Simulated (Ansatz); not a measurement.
Write the native input for Ansatz 0.2.0 that does the following.

```
Task                : relaxation of cell and atoms
Functional          : PBE
Potentials or basis : Ansatz PAW
Cutoff              : 420 eV (not typed: the program's choice for these potentials)
k mesh              : 10 × 10 × 9
Occupations         : fermi-dirac, width 0.05 eV
Spin                : no spin polarisation
Hubbard terms       : Ta d U = 2 eV
Hubbard projectors  : ortho-atomic (the default)
Double counting     : fll (the default)
```

The system is TaN.

```
Ta N
1.0
     2.93800    0.00000    0.00000
    -1.46900    2.54438    0.00000
     0.00000    0.00000    2.88300
Ta N
1 1
Direct
  0.33333 0.66667 0.50000
  0.00000 0.00000 0.00000
```

These files were run (other wordings do the same):

input.yaml

```yaml
crystal:
  lattice:
    - [2.93800111, 0.0, 0.0]
    - [-1.46900055, 2.5443836, 0.0]
    - [0.0, 0.0, 2.88300221]
  atoms:
    - { symbol: Ta, position: [0.3333333333, 0.6666666667, 0.5] }
    - { symbol: "N", position: [0.0, 0.0, 0.0] }
hamiltonian:
  xc: pbe
  pseudopotentials: { kind: paw }
  hubbard: { sites: [{ species: Ta, l: d, u_eff: 2.0 }] }
kpoints:
  mp_grid: { grid: [10, 10, 9] }
scf:
  occupations: { method: fermi_dirac, width: 0.05 }
output:
  forces: true
  stress: true
  eigenvalues: true
relax:
  f_tol: 0.01
  max_steps: 40
  cell: { stress_tol: 0.05 }
```

Potentials or basis: Ansatz PAW.

The run is started by

```sh
$ ansatz run input.yaml --threads 2 --pin off --max-ram 5632MiB --backend cpu --events-out ev --progress --plain --runs-dir out
```

It gave:

The relaxed volume is 10.98 Å³/atom, the relaxed cell is a = 2.957 Å, b = 2.957 Å, c = 2.900 Å, α = 90.00°, β = 90.00°, γ = 120.00° and the space group after relaxing (to 0.05 Å) is P-6m2 (No. 187). The energy gained by relaxing is 3.9 meV/atom, the ionic steps are 7 and the pressure after relaxing is 0.0 GPa. The band gap on the k mesh is none (metal or under the smearing width).

Caveat: the plane-wave basis is chosen anew once the cell has moved, so the energies of steps on either side of that aren't comparable; the pressure holds a Pulay correction of +0.4 GPa for the finite cutoff; U without spin polarisation on a metal has little footing.

Wall time 19 s on 2 threads of Intel(R) Xeon(R) Platinum 8259CL CPU @ 2.50GHz (Skylake/Cascade Lake), with other jobs on the host, peak memory 0.37 GiB.
